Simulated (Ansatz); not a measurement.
CuI, h-MgO type (no longer in that coordination), relaxed with r2SCAN in the PAW code Ansatz. It is hexagonal, P6_3/mmc (No. 194); a = 4.376 Å, c = 7.254 Å in the conventional setting, 30.07 Å³ an atom. Cu is surrounded by 3 I at 2.53 Å; I is surrounded by 3 Cu at 2.53 Å.

The axes x, y and z are those of this cell:
```yaml
crystal:
  lattice:
    - [4.37554, 0.00000, 0.00000]
    - [-2.18777, 3.78933, 0.00000]
    - [0.00000, 0.00000, 7.25379]
  atoms:
    - { symbol: Cu, position: [0.33333, 0.66667, 0.25000] }
    - { symbol: Cu, position: [0.66667, 0.33333, 0.75000] }
    - { symbol: I, position: [0.66667, 0.33333, 0.25000] }
    - { symbol: I, position: [0.33333, 0.66667, 0.75000] }
```

Unstrained: The PBE gap is direct at Γ: 1.211 eV. r2SCAN gives a direct gap of 1.661 eV at Γ. HSE06 gives a direct gap of 2.693 eV at Γ. Meshes: PBE 6×6×4, r2SCAN 6×6×4, HSE06 6×6×4. Strains are changes of length per length. After each strain the atoms were relaxed again with r2SCAN within the symmetry that the strain leaves, so tilts or polar shifts that break it weren't tested; points keep the names that they have in the unstrained zone. These are computed values for a spin-unpolarised cell that may be hypothetical; none is a measurement.

Task: Estimate what isotropic +1.59 % on every length does to the gap.

Result: PBE: the gap goes from 1.211 to 1.087 eV (-0.124 eV). r2SCAN: the gap goes from 1.661 to 1.528 eV (-0.133 eV). The r2SCAN energy rises by 7.7 meV an atom.

No spin-orbit coupling is included; it can move band edges with weight on the heavy atoms by tenths of an eV.

The meshes of the hybrids are coarse, so their gaps aren't converged to the digits shown.
